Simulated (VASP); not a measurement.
Crystal: Zr.

```xyz
2
Lattice="1.9702 1.1375 3.6534 -1.9702 1.1375 3.6534 0.0000 -2.2750 3.6534" Properties=species:S:1:pos:R:3 pbc="T T T"
Zr    0.0000    0.0000    2.4939
Zr    0.0000    0.0000    8.4664
```

The cell was built by a generator and needn't be a form met in nature.

* Program: VASP 6.6.1
* Task: relaxation of cell and atoms
* Functional: PBE
* Potentials or basis: VASP PAW PBE potentials, release 64 (Zr_sv)
* Cutoff: 600 eV
* k mesh: 6 × 6 × 6
* Occupations: gaussian, width 0.1 eV
* Spin: no spin polarisation

At the start: pressure 1.1 GPa; volume 24.56 Å³/atom.

Where does the relaxation end?

Over 27 steps the energy falls by 1256.4 meV/atom and the volume is 23.09 Å³/atom (-6.0 %); space group Fm-3m (No. 225, to 0.05 Å).

The path:
```
step  energy change (eV)  largest force (eV/Å)  pressure (GPa)  volume (Å³)
   1              0.0000                3.3321            1.05        49.12
   2             -0.8393                1.5183           -1.39        50.28
   3             -0.9448                0.4940           -2.01        50.70
   4             -0.9510                0.1227           -2.16        50.84
   5             -1.1533                0.7924            0.28        48.25
   6             -0.9639                4.6168           20.49        39.89
   7             -1.2452                1.8405            3.64        45.85
   8             -1.2698                2.9319            9.17        43.21
   9             -1.2801                2.5165            7.09        44.08
  10             -1.3233                2.6332            7.48        43.88
  11             -1.4271                2.9844            8.93        43.23
  12             -1.4688                3.6196           14.78        41.73
  13             -1.6743                3.2996           13.44        42.35
  14             -2.1786                2.0162            7.87        44.08
  15             -2.4050                0.6554           -0.16        46.90
  16             -2.4185                0.7451            0.93        46.51
  17             -2.4214                0.8653            2.04        46.07
  18             -2.4222                0.8186            1.64        46.22
  19             -2.4396                0.7709            1.22        46.35
  20             -2.4695                0.5932            0.15        46.70
  21             -2.4724                0.5297           -0.24        46.84
  22             -2.4838                0.4466           -0.34        46.77
  23             -2.5060                0.2033           -0.40        46.55
  24             -2.5070                0.1736            0.38        46.09
  25             -2.5128                0.0075           -0.17        46.31
  26             -2.5128                0.0000           -0.16        46.30
  27             -2.5128                0.0019            0.10        46.18
```

Final structure:
```
Zr
1.0
     1.59385    0.92021    5.24719
    -1.59385    0.92021    5.24719
     0.00000   -1.84042    5.24719
Zr
2
Direct
  0.24998 0.24998 0.24998
  0.75002 0.75002 0.75002
```
